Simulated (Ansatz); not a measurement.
# TiCo3: the cost of one run

Method: DFT PBEsol, scalar-relativistic, plane waves, PAW, in Ansatz 0.2.0.

2 further runs of the same task are left out: 2 set aside as unsound or not needed.

### 1 Starting point

The structure is cubic, space group Pm-3m (No. 221). Conventional cell: a = 3.528 Å, b = 3.528 Å, c = 3.528 Å, α = 90.00°, β = 90.00°, γ = 90.00°. Ti (site symmetry m-3m) is surrounded by 12 Co at 2.49 Å. Co (site symmetry 4/mmm) has 4 Ti at 2.49 Å and 8 Co at 2.49 Å as nearest neighbours.

As a file:

```cif
data_structure
_symmetry_space_group_name_H-M 'P 1'
_symmetry_Int_Tables_number 1
_cell_length_a 3.5282
_cell_length_b 3.5282
_cell_length_c 3.5282
_cell_angle_alpha 90.000
_cell_angle_beta 90.000
_cell_angle_gamma 90.000
_cell_volume 43.92
loop_
_atom_site_label
_atom_site_type_symbol
_atom_site_fract_x
_atom_site_fract_y
_atom_site_fract_z
_atom_site_occupancy
Ti1 Ti 0.00000 0.00000 0.00000 1
Co1 Co 0.00000 0.50000 0.50000 1
Co2 Co 0.50000 0.00000 0.50000 1
Co3 Co 0.50000 0.50000 0.00000 1
```

It is the result of an earlier relaxation at this level (volume 10.98 Å³/atom; gap on the mesh: none (metal), site moments up to 0.3 μB).

### 2 The reference: the undisturbed cell on the scan's mesh

input.yaml reads:

```yaml
crystal:
  lattice:
    - [3.5282498927, 0.0, 0.0]
    - [0.0, 3.5282498927, 0.0]
    - [0.0, 0.0, 3.5282498927]
  atoms:
    - { symbol: Ti, position: [0.0, 0.0, 0.0] }
    - { symbol: Co, position: [0.0, 0.5, 0.5], spin: 0.3 }
    - { symbol: Co, position: [0.5, 0.0, 0.5], spin: 0.3 }
    - { symbol: Co, position: [0.5, 0.5, 0.0], spin: 0.3 }
basis:
  ecutwfc: 420
kpoints:
  mp_grid: { grid: [14, 14, 14] }
hamiltonian:
  xc: pbesol
scf:
  occupations: { method: gaussian, width: 0.15 }
output:
  forces: true
  stress: true
  eigenvalues: true
  populations: true
magnetization:
  spin_polarized: true
```

The run is started by

```console
> ansatz run input.yaml --threads 1 --pin off --max-ram 2560MiB --backend cpu --events-out ev --progress --plain --runs-dir out
```

**Question.** How long does this run take on 1 thread of Intel Xeon Platinum 8259CL at 2.50GHz (Skylake/Cascade Lake), shared host, and how much memory does it need?

About 46 s, with a peak of 0.68 GiB.
